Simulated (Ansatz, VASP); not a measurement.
# TaH3 in VASP and in Ansatz

```xyz
4
Lattice="3.1409 0.0000 0.0000 0.0000 3.1409 0.0000 0.0000 0.0000 3.1409" Properties=species:S:1:pos:R:3 pbc="T T T"
Ta    0.0000    0.0000    0.0000
H     0.0000    1.5704    1.5704
H     1.5704    0.0000    1.5704
H     1.5704    1.5704    0.0000
```

Alike in both runs: task single point; functional PBEsol; k mesh 14 × 14 × 14; occupations gaussian, width 0.1 eV; no spin polarisation.

```csv
,VASP,Ansatz
version,VASP 6.6.1,Ansatz 0.2.0
potentials or method,"VASP PAW PBE potentials, release 64 (Ta_pv, H)","scalar-relativistic, plane waves, PAW"
plane-wave cutoff (eV),520,420
valence electrons in the cell,14,16
```

|  | VASP | Ansatz | Ansatz less VASP |
| --- | --- | --- | --- |
| gap on the k mesh at the Fermi level (eV) | none | none | - |
| pressure (GPa) | -23.9 | -23.8 | +0.09 |

A gap of «none» marks a metal or a gap that the smearing closes. The two sets of potentials don't hold the same shells in valence.

Caveats: so large a pressure means that the cell lies far from this level's equilibrium, or that cutoff or potentials fall short (VASP); the potentials were made for another functional, which shifts forces and pressure (VASP). The runs have no spin-orbit coupling, so splittings on Ta are missing.
